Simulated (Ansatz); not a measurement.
# SnSe in Ansatz: reference runs

Reference runs on SnSe: the cell as given.

Program: Ansatz 0.2.0. These are calculated values, not measurements. Logs are shortened: lines on timing, memory, paths and dates and some standing lists are left out, and cuts for length are marked.

## 1. The cell of the first run

The cell holds a slab with vacuum, 8 atoms: a = 4.310 Å, b = 4.318 Å, c = 23.896 Å, α = 90.00°, β = 90.00°, γ = 90.00°.

## 2. Single point, PBE (the (0 1 0) slab of SnSe, cut from the database cell, not relaxed)

Contents of input.yaml:

```yaml
crystal:
  lattice:
    - [4.31, 0.0, 0.0]
    - [0.0, 4.318, 0.0]
    - [0.0, 0.0, 23.8958]
  atoms:
    - { symbol: Sn, position: [0.5, 0.25, 0.3138626872] }
    - { symbol: Se, position: [0.0, 0.75, 0.325618728] }
    - { symbol: Se, position: [0.5, 0.25, 0.4294637551] }
    - { symbol: Sn, position: [0.0, 0.75, 0.4412197959] }
    - { symbol: Sn, position: [0.0, 0.25, 0.5587802041] }
    - { symbol: Se, position: [0.5, 0.75, 0.5705362449] }
    - { symbol: Se, position: [0.0, 0.25, 0.674381272] }
    - { symbol: Sn, position: [0.5, 0.75, 0.6861373128] }
hamiltonian:
  xc: pbe
  pseudopotentials: { kind: paw }
kpoints:
  mp_grid: { grid: [6, 6, 1] }
scf:
  occupations: { method: fermi_dirac, width: 0.05 }
output:
  forces: true
  eigenvalues: true
efield:
  axis: 3
  dipole_correction: true
  ramp_width: 0.04
```

Potentials or basis: Ansatz PAW.

Launch:

```bash
$ ansatz run input.yaml --threads 4 --pin off --max-ram 11264MiB --backend cpu --events-out ev --progress --plain --runs-dir out
```

Output:

```text
Warning: RAYON_NUM_THREADS=4 ignored (pool sized by the plan → 4); use --threads N
Engine: ansatz 0.2.0, aarch64-unknown-linux-gnu
Pseudopotentials: kind: paw
Pseudopotential: Sn, paw, valence charge 14, recommended cutoff 420 eV (normal), Sn.paw.azcp
Pseudopotential: Se, paw, valence charge 16, recommended cutoff 420 eV (normal), Se.paw.azcp
Functional definition: PBE
  parameter kappa = 0.804
  parameter beta = 0.06672455060314922
  exchange = pbe_x(kappa = kappa, mu = beta*pi^2/3)
  correlation = pbe_c(beta = beta)
Crystal: 8 atoms, lattice volume = 444.715 Å³
Basis set: ecut = 420 eV, 8635 PW (Γ), exchange–correlation on 60×60×320 points (8 copies of the dense FFT grid, shifted against one another)
Bands: 72, of which v1, the nominal top of the filled ones, is band 60 counted from 1 (59 counted from 0)
Symmetry: 4 space group operations
k-points: 16 of 36
Non-local potential: Sn, projectors of the file, l = 0: 2, l = 1: 2, l = 2: 2, l = 3: 2
Non-local potential: Se, projectors of the file, l = 0: 2, l = 1: 2, l = 2: 3, l = 3: 1
PAW form: soft (Blöchl's): semilocal exchange-correlation on the pseudo side does not see the compensation charge
PAW one-centre angular grid: Sn, 590 points (default); XC on 64 Gauss nodes
PAW one-centre angular grid: Se, 590 points (default); XC on 64 Gauss nodes
Initial density: superposition of atomic densities (neutral atoms: chi_scale 0, normalization atom), corrected by the library's trained network
Initial wavefunctions: pseudopotential atomic-orbital guess
Functional: x = pbe(κ = 0.804, μ = 0.2195149727645171), c = pbe(β = 0.06672455060314922)
SCF iter   1: F=—  HF=-45976.367379 eV  |F-HF|=—  |Δ(HF+E_count)|=         —  Δρ=9.91e-4  dr2=8.87e-3  ethr=1.77e-3  p=0.000 e·Å  D=1.37e-15 V/Å  ΔV_dip=-0.00 eV  dr2_dipole=7.88e-8  V_vac-E_F(+/−)=4.09/4.09 eV  ⟨swp⟩=7.6  Hψ=4596  notcnv=0  defer=8
efield: sawtooth ramp at fractional position 0.9800 (placed from the atoms, in the widest stretch of the axis that holds none; the zero of the levels goes with the place), width 0.0400; the density the first Hamiltonian is built on has a dipole p = 0.000 e·Å; the dipole correction subtracts the counter field D = 1.37e-15 V/Å, which shifts the + side's vacuum level by -0.00 eV against the − side's; the planar-averaged density in the ramp window peaks in size at 1.1e-5 e/Å³
preconditioner: auto → Resta (q_TF=auto, 2.193 Å⁻¹)  ε∞=1.9  [insulator: Δε(μ)=0.893 eV  Ē_g=16.415 eV  σ=0.050 eV  W_gap=1.00  n_scr=88 (ndim 8)  ℏωp=15.7 eV  f_vac=0.487  D(μ)=0.00/eV (n_scr^D=0)  ε∞_Penn≈1.9  vacuum switching on, ρ_ref=2.0e-2 e/Å³]
SCF iter   2: F=—  HF=-45976.365414 eV  |F-HF|=—  |Δ(HF+E_count)|=   1.96e-3  Δρ=4.93e-4  dr2=4.21e-3  ethr=7.39e-6  p=-0.000 e·Å  D=-6.75e-5 V/Å  ΔV_dip=0.00 eV  dr2_dipole=1.09e-6  V_vac-E_F(+/−)=4.04/4.04 eV  ⟨swp⟩=2.1  Hψ=2335  notcnv=0  defer=42
SCF iter   3: F=—  HF=-45976.365914 eV  |F-HF|=—  |Δ(HF+E_count)|=   5.00e-4  Δρ=4.13e-4  dr2=5.64e-3  ethr=3.51e-6  p=0.000 e·Å  D=1.71e-4 V/Å  ΔV_dip=-0.00 eV  dr2_dipole=6.45e-6  V_vac-E_F(+/−)=3.94/3.94 eV  ⟨swp⟩=2.0  Hψ=1260  notcnv=0  defer=42
SCF iter   4: F=—  HF=-45976.365572 eV  |F-HF|=—  |Δ(HF+E_count)|=   3.42e-4  Δρ=1.49e-4  dr2=2.64e-4  ethr=3.51e-6  p=-0.000 e·Å  D=-1.45e-4 V/Å  ΔV_dip=0.00 eV  dr2_dipole=4.54e-6  V_vac-E_F(+/−)=3.96/3.95 eV  ⟨swp⟩=2.0  Hψ=1228  notcnv=0  defer=42
SCF iter   5: F=—  HF=-45976.365667 eV  |F-HF|=—  |Δ(HF+E_count)|=   9.54e-5  Δρ=6.63e-5  dr2=4.43e-5  ethr=2.20e-7  p=0.001 e·Å  D=3.19e-4 V/Å  ΔV_dip=-0.01 eV  dr2_dipole=2.23e-5  V_vac-E_F(+/−)=3.93/3.93 eV  ⟨swp⟩=2.0  Hψ=1264  notcnv=0  defer=42
SCF iter   6: F=—  HF=-45976.365649 eV  |F-HF|=—  |Δ(HF+E_count)|=   1.77e-5  Δρ=5.18e-5  dr2=1.53e-4  ethr=3.69e-8  p=-0.002 e·Å  D=-7.30e-4 V/Å  ΔV_dip=0.02 eV  dr2_dipole=1.17e-4  V_vac-E_F(+/−)=3.93/3.92 eV  ⟨swp⟩=2.0  Hψ=1369  notcnv=0  defer=45
SCF iter   7: F=—  HF=-45976.365633 eV  |F-HF|=—  |Δ(HF+E_count)|=   1.62e-5  Δρ=1.29e-5  dr2=6.77e-7  ethr=3.69e-8  p=-0.000 e·Å  D=-1.98e-5 V/Å  ΔV_dip=0.00 eV  dr2_dipole=9.36e-8  V_vac-E_F(+/−)=3.92/3.92 eV  ⟨swp⟩=2.0  Hψ=1237  notcnv=0  defer=47
SCF iter   8: F=-45976.365635 eV  HF=-45976.365634 eV  |F-HF|=2.89e-7  |Δ(HF+E_count)|=   1.25e-6  Δρ=4.93e-6  dr2=8.16e-8  ethr=8.33e-11  p=-0.000 e·Å  D=-8.84e-7 V/Å  ΔV_dip=0.00 eV  dr2_dipole=4.92e-11  V_vac-E_F(+/−)=3.92/3.92 eV  ⟨swp⟩=11.2  Hψ=5954  notcnv=0
SCF 1 converged in 8 iterations: F = -45976.365635 eV  dr2 = 8.16e-8
SCF converged after 8 iterations
Free energy (F): -45976.365635 eV
Harris-Foulkes:  -45976.365634 eV  (|F-HF|=2.89e-7)
Internal energy: -45976.365615 eV  (E = F + TS)
E sigma→0 (E₀):  -45976.365625 eV
Entropy (-TS):   -0.000019 eV (-0.002 meV/atom)
Fermi energy:    2.411996 eV
Dipole field:    D = 0.000005 V/Å  (p = 0.000013 e·Å, saw-weighted, corrected)
Work function:   Φ+ = 3.9238 eV   Φ− = 3.9239 eV
Levels:          The Fermi level and band energies are counted from a zero that moves with the ramp; work functions are not
--- Per-component energies (eV) ---
  E_band       = -2694.692448
  E_kinetic    = 1210.345217
  E_local      = -90887.369637  (includes V_loc(G=0)·N_el)
  E_nonlocal   = -2514.373033
  E_hartree    = 45398.812621
  E_xc         = -1947.687368
  E_vxc        = -775.882631  (∫ρ·V_xc dr)
  E_paw        = -24177.931814  (= ΣΔE_a)
  E_vpaw       = -525.051158  (= ΣTr[D̂ρ^β])
  E_aug_tail   = -0.002414  (compensation charges beyond the density's cutoff)
  E_efield     = 0.000000  (sawtooth field / dipole correction)
  E_vefield    = 0.000000  (∫n·V_field dr)
  E_ewald      = 26941.840813
  E_smearing   = -0.000019  (= −TS)
  E_closure    = 0.000000  (closes the sum)
  Σ components = -45976.365635   (vs F -45976.365635, Δ=0.00e0)
--- Forces (eV/Å), atoms counted from 1 ---
  atom   1  Sn     0.00000000     0.00000000     0.33011394
  atom   2  Se     0.00000000     0.00000000    -0.01669753
  atom   3  Se     0.00000000     0.00000000    -0.16049601
  atom   4  Sn     0.00000000     0.00000000    -0.32161108
  atom   5  Sn     0.00000000     0.00000000     0.32161313
  atom   6  Se     0.00000000     0.00000000     0.16047830
  atom   7  Se     0.00000000     0.00000000     0.01668387
  atom   8  Sn     0.00000000     0.00000000    -0.33011557
  max |Σ_I F_I| component: 3.09e-5 eV/Å
--- Band table (eV; the first three rows and the last of 16) ---
  k-point 0: bands = ["-45.1151", "-45.1150", "-45.1134", "-45.1133", "-45.1131", "-45.1131", "-45.1115", "-45.1115", "-45.1115", "-45.1113", "-45.0531", "-45.0531", "-45.0515", "-45.0515", "-45.0505", "-45.0504", "-45.0489", "-45.0489", "-45.0487", "-45.0487", "-19.3023", "-19.2973", "-19.2894", "-19.2812", "-19.2768", "-19.2669", "-19.2669", "-19.2575", "-19.2555", "-19.2555", "-19.2535", "-19.2525", "-19.2378", "-19.2291", "-19.2290", "-19.2235", "-19.2198", "-19.2194", "-19.2189", "-19.2144", "-11.2667", "-11.1039", "-10.1873", "-9.9964", "-4.7815", "-4.0905", "-3.0566", "-2.8816", "-2.1178", "-1.0838", "-1.0738", "-0.8220", "-0.8102", "-0.7033", "0.1529", "0.1613", "0.4763", "0.4801", "1.6661", "1.6720", "2.9081", "4.5330", "5.6046", "5.6133", "5.6940", "6.0277", "6.0495", "6.2619", "6.4339", "6.5838", "6.7286", "6.8048"]
  k-point 1: bands = ["-45.1150", "-45.1150", "-45.1134", "-45.1133", "-45.1131", "-45.1131", "-45.1115", "-45.1115", "-45.1114", "-45.1113", "-45.0531", "-45.0531", "-45.0515", "-45.0515", "-45.0505", "-45.0504", "-45.0489", "-45.0489", "-45.0487", "-45.0487", "-19.3004", "-19.2945", "-19.2907", "-19.2837", "-19.2774", "-19.2649", "-19.2649", "-19.2575", "-19.2573", "-19.2537", "-19.2531", "-19.2504", "-19.2378", "-19.2284", "-19.2280", "-19.2235", "-19.2205", "-19.2194", "-19.2191", "-19.2171", "-11.1415", "-10.9893", "-10.1604", "-10.0015", "-5.0120", "-4.4621", "-3.5300", "-3.5204", "-1.9921", "-0.8717", "-0.8680", "-0.6124", "-0.5482", "-0.4329", "0.3200", "0.6030", "0.7846", "0.7857", "1.4912", "1.5948", "3.1337", "4.2917", "4.6397", "5.2288", "5.2515", "5.3564", "5.8303", "5.9489", "6.2821", "6.4203", "6.6182", "6.7368"]
  k-point 2: bands = ["-45.1150", "-45.1150", "-45.1134", "-45.1133", "-45.1131", "-45.1131", "-45.1115", "-45.1114", "-45.1114", "-45.1113", "-45.0531", "-45.0531", "-45.0515", "-45.0514", "-45.0504", "-45.0504", "-45.0489", "-45.0489", "-45.0488", "-45.0487", "-19.2963", "-19.2928", "-19.2917", "-19.2888", "-19.2732", "-19.2613", "-19.2612", "-19.2609", "-19.2607", "-19.2567", "-19.2464", "-19.2436", "-19.2390", "-19.2267", "-19.2257", "-19.2251", "-19.2221", "-19.2218", "-19.2194", "-19.2194", "-10.8059", "-10.6904", "-10.1612", "-10.0925", "-5.3672", "-4.9728", "-4.5743", "-4.3652", "-1.5359", "-0.4370", "-0.2945", "-0.1092", "-0.0720", "0.0707", "0.6465", "0.7865", "1.0469", "1.1282", "1.6850", "1.9748", "2.8534", "3.5776", "3.8739", "4.0612", "4.1880", "4.3404", "4.8856", "5.0993", "5.1575", "5.2155", "6.2698", "6.3872"]
  k-point 15: bands = ["-45.1150", "-45.1149", "-45.1134", "-45.1134", "-45.1131", "-45.1131", "-45.1114", "-45.1114", "-45.1114", "-45.1114", "-45.0531", "-45.0531", "-45.0514", "-45.0514", "-45.0504", "-45.0504", "-45.0489", "-45.0489", "-45.0488", "-45.0487", "-19.3049", "-19.3048", "-19.2838", "-19.2838", "-19.2761", "-19.2761", "-19.2607", "-19.2607", "-19.2499", "-19.2499", "-19.2474", "-19.2474", "-19.2299", "-19.2298", "-19.2215", "-19.2215", "-19.2211", "-19.2211", "-19.2203", "-19.2203", "-10.1271", "-10.1271", "-10.0577", "-10.0577", "-4.2003", "-4.2003", "-4.0130", "-4.0130", "-2.6183", "-2.6183", "-2.6039", "-2.6038", "-1.2895", "-1.2895", "-1.2346", "-1.2346", "0.3014", "0.3014", "0.3943", "0.3943", "4.8495", "4.8495", "5.0902", "5.0902", "6.5032", "6.5032", "6.5083", "6.5083", "7.1602", "7.1602", "8.0237", "8.0237"]
```

Run time: 12 s. Hardware: 4 threads of Arm Neoverse V2, shared host; peak memory 1.1 GiB.

What came out:

```yaml
Free_energy: -45976.3656 eV
Largest_force: 0.330 eV/Å
Band_gap_on_the_k_mesh: 0.88 eV, direct
Work_function_of_the_upper_face: 3.92 eV
Work_function_of_the_lower_face: 3.92 eV
Dipole_across_the_slab: 0.000 e·Å
```

Forces on the atoms (eV/Å):
```
Sn   0.000  0.000  0.330
Se   0.000  0.000 -0.017
Se   0.000  0.000 -0.160
Sn   0.000  0.000 -0.322
Sn   0.000  0.000  0.322
Se   0.000  0.000  0.160
Se   0.000  0.000  0.017
Sn   0.000  0.000 -0.330
```

Caveat: spin-orbit coupling is left out, which moves the levels of the heavy elements; the cell was measured hot, at 825 K.
